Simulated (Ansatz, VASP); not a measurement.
**Two plane-wave programs on Bi**

File POSCAR:

```
Bi
1.0
    3.4885980000     -3.1325780000      0.0000000000
    3.4885980000      3.1325780000      0.0000000000
   -1.2602350000      0.0000000000      3.1135500000
Bi
2
Direct
    0.7530610000      0.7530610000      0.8573820000
    0.2469390000      0.2469390000      0.1426180000
```

INCAR.step1

```
ALGO = Normal
EDIFF = 1E-4
ENCUT = 520
GGA = PE
ISMEAR = -1
LASPH = T
LCHARG = F
LREAL = F
LWAVE = T
NBANDS = 22
NELM = 60
PREC = Accurate
SIGMA = 0.05
```

Contents of INCAR.step2:

```
ALGO = Normal
EDIFF = 1E-6
ENCUT = 520
ISIF = 2
ISMEAR = -1
ISTART = 1
LASPH = T
LCHARG = F
LMIXTAU = T
LREAL = F
LWAVE = F
METAGGA = R2SCAN
NBANDS = 22
NELM = 60
PREC = Accurate
SIGMA = 0.05
```

The input KPOINTS:

```
k-points
0
Gamma
  4 4 5
```

input.yaml

```yaml
crystal:
  lattice:
    - [3.488598, -3.132578, 0.0]
    - [3.488598, 3.132578, 0.0]
    - [-1.260235, 0.0, 3.11355]
  atoms:
    - { symbol: Bi, position: [0.753061, 0.753061, 0.857382] }
    - { symbol: Bi, position: [0.246939, 0.246939, 0.142618] }
hamiltonian:
  xc: r2scan
  pseudopotentials: { kind: paw }
kpoints:
  mp_grid: { grid: [4, 4, 5] }
scf:
  occupations: { method: fermi_dirac, width: 0.05 }
  n_extra_bands: 6
output:
  forces: true
  stress: true
  eigenvalues: true
  dos: { projected: true, de: 0.05, nscf_kmesh: { grid: [6, 6, 8] } }
  write_density: true
  write_potential: true
  elf: true
  volumetric_format: npy
```

This isn't the form of Bi at room conditions, which is rhombohedral.

Alike in both runs: functional r2SCAN; k mesh 4 × 4 × 5; occupations fermi-dirac, width 0.05 eV; no spin polarisation.

|  | VASP | Ansatz |
| --- | --- | --- |
| version | VASP 6.6.1 | Ansatz 0.2.0 |
| potentials or method | VASP PAW PBE potentials, release 64 (Bi_d) | Ansatz PAW |
| plane-wave cutoff (eV) | 520 | 500 |
| valence electrons in the cell | 30 | 30 |
| task | single point | projected density of states |

VASP gave:

```
gap on the k mesh at the Fermi level (eV)       : none
pressure (GPa)                                  : -0.8
largest component of the traceless stress (GPa) : 1.34
rms of the force components (eV/Å)              : 0.145
```

Q: What did Ansatz give for the same quantities?

A: gap on the k mesh at the Fermi level (eV): none; pressure (GPa): -0.7; largest component of the traceless stress (GPa): 1.34; rms of the force components (eV/Å): 0.147.

Atom by atom the forces differ by 0.002 eV/Å (rms over components). A gap of «none» marks a metal or a gap that the smearing closes. The functional is the same, so the differences come from potentials, cutoffs and numerics.

Caveats: the k mesh is coarse (spacing up to 0.40 Å⁻¹), so the values aren't converged; spin-orbit coupling is left out, which moves the levels of the heavy elements; the PAW data sets were made with another functional, which shifts forces and pressure a little (VASP); the PAW data sets come from PBE, with cores solved anew for the run's functional, which leaves a small shift of forces and pressure (Ansatz); the density of states is complete only up to the lowest level of the last band computed (Ansatz).
